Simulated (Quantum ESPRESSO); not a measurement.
Consider BN (P6_3/mmc).

```
CELL_PARAMETERS angstrom
2.49824 0.00000 0.00000
-1.24912 2.16354 0.00000
0.00000 0.00000 6.63570
ATOMIC_POSITIONS crystal
N 0.66667 0.33333 0.25000
N 0.33333 0.66667 0.75000
B 0.66667 0.33333 0.75000
B 0.33333 0.66667 0.25000
```

Absorber: atom 3, with 3 N at 1.44 Å (trigonal planar, site symmetry -6m2). Method: Quantum ESPRESSO XSpectra, LDA, full core hole (charged cell), 16-atom cell with 5.0 Å between holes, 5×5×4 k points, dipole transitions, Lorentzian half width 0.3 eV up to 4 eV, rising linearly to 2.5 eV at 25 eV (counted from xe0, 0.3 eV below the zero used here).

The database entry behind the starting cell differs from later determinations by our own check (about 0.3 % short, minor phase), so it need not match the best structure at ambient conditions.

**Question.** What does the B K edge look like?

Main maxima up to 24 eV above the zero (height): 0.9 eV (3.02), 7.0 eV (1.85), 8.9 eV (1.68) and 22.5 eV (0.80). A K edge sees empty p states; at this planar three-fold site the curve for the electric vector normal to the plane peaks at 0.9 eV, where it is mainly π* that absorbs: that direction carries over 70 % of the weight there. The total-energy difference plus the lowest empty eigenvalue puts the zero at 192.20 eV. One term is added: -5.56 eV, since the hole is spin-paired here and a spin-polarised one costs that much less in the free atom (computed apart). The photon energy is then 186.64 eV. The functional and the charged cell's background leave an error in such absolute values: in the free atom LDA prices this hole 2.2 eV below PBE (computed apart), and PBE is itself good to a few eV.

The B K spectrum (energy from the lowest empty level; intensity scaled to a mean of 1 over the first 20 eV; the points at xe0, where the cut of filled states can leave a spike, are interpolated; polarised curves are means over the symmetry-equivalent atoms):

```tsv
E (eV)	isotropic	ε ⊥ c	ε ∥ c
-2.0	0.07	0.02	0.17
-1.4	0.10	0.02	0.27
-0.8	0.19	0.02	0.54
-0.2	0.56	0.02	1.62
0.4	2.02	0.03	6.02
1.0	2.76	0.03	8.21
1.6	0.63	0.04	1.80
2.2	0.25	0.05	0.65
2.8	0.20	0.07	0.45
3.4	0.33	0.09	0.80
4.0	0.40	0.16	0.88
4.6	0.39	0.33	0.51
5.2	0.67	0.76	0.50
5.8	1.22	1.62	0.43
6.4	1.61	2.22	0.39
7.0	1.85	2.53	0.47
7.6	1.58	2.10	0.52
8.2	1.53	1.97	0.66
8.8	1.68	2.11	0.82
9.4	1.54	1.88	0.86
10.0	1.26	1.49	0.78
10.6	1.11	1.32	0.68
11.2	1.03	1.23	0.62
11.8	0.95	1.12	0.62
12.4	0.92	1.08	0.61
13.0	0.91	1.07	0.60
13.6	0.89	1.04	0.58
14.2	0.86	1.02	0.56
14.8	0.86	1.02	0.53
15.4	0.87	1.05	0.51
16.0	0.86	1.04	0.49
16.6	0.81	0.97	0.49
17.2	0.75	0.89	0.47
17.8	0.69	0.80	0.46
18.4	0.64	0.74	0.45
19.0	0.62	0.71	0.45
19.6	0.63	0.72	0.46
20.2	0.67	0.77	0.46
20.8	0.71	0.84	0.46
21.4	0.76	0.91	0.46
22.0	0.79	0.96	0.45
22.6	0.80	0.97	0.46
23.2	0.78	0.94	0.46
23.8	0.74	0.87	0.48
24.4	0.68	0.78	0.49
25.0	0.63	0.69	0.50
25.6	0.58	0.61	0.50
26.2	0.53	0.54	0.50
26.8	0.49	0.48	0.51
27.4	0.46	0.43	0.52
28.0	0.43	0.38	0.53
28.6	0.41	0.35	0.55
29.2	0.40	0.31	0.57
29.8	0.39	0.29	0.60
30.4	0.39	0.27	0.62
31.0	0.38	0.26	0.63
31.6	0.38	0.25	0.64
```

The holes are only 5.0 Å apart, so the shape is probably not converged with cell size; no larger cell was run here. The structure is a published determination, not relaxed.

[Banner, clock and machine lines of the logs are left out without a mark of their own.]

[Logs are printed without paths, hosts, clocks, repeated set-up lines and the standing remarks that a program may print on its own settings, such as how far it seeks lower states.]

[Hosts, paths, dates, database ids (printed as entryN), source tags and the programs' standing remarks are cut or masked in the printed files.]

[Lists of maxima count a maximum above −3 eV only where it reaches 4 % of the highest in the window and stands out from its surroundings by 2 % of it (1.5 % where it reaches 55 %); shoulders and weaker maxima are passed over, and of the rest the first, up to two pre-edge ones and the few strongest are named.]
